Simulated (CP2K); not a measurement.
# As and the effect of the choice of potentials or basis

Symmetry: R-3m, No. 166, trigonal system. Conventional cell: a = 3.762 Å, b = 3.762 Å, c = 10.542 Å, α = 90.00°, β = 90.00°, γ = 120.00°. As (site symmetry 3m) has 3 As at 2.51 Å as nearest neighbours.

Kept alike: task band structure; functional PBE; k mesh 9 × 9 × 9; occupations fermi-dirac, width 0.05 eV; no spin polarisation. Program: CP2K. The mesh is that of the run's cell of 2 atoms. No spin-orbit coupling.

| choice of potentials or basis | pressure (GPa) |
| --- | --- |
| GTH_POTENTIALS As GTH-PBE-q5; DZVP-MOLOPT-SR-GTH basis | 4.37 |
| GTH_POTENTIALS As GTH-PBE-q5; TZVP-MOLOPT-SR-GTH basis | 4.29 |
| POTENTIAL_UZH As GTH-PBE-q5; DZVP-MOLOPT-PBE-GTH basis | 4.52 |
| POTENTIAL_UZH As GTH-PBE-q5; TZV2P-MOLOPT-PBE-GTH basis | 3.88 |
| POTENTIAL_UZH As GTH-PBE-q5; TZVP-MOLOPT-PBE-GTH basis | 4.40 |
| POTENTIAL_UZH As GTH-PBE-q5; ccGRB-D basis | 7.25 |

Pressure is positive in compression. For a metal such a mesh leaves the last digits unconverged. Runs of this series that gave no sound value for these columns are left out.

What does the choice of potentials or basis change here?

The pressure runs from 3.88 (POTENTIAL_UZH As GTH-PBE-q5; TZV2P-MOLOPT-PBE-GTH basis) to 7.25 GPa (POTENTIAL_UZH As GTH-PBE-q5; ccGRB-D basis).
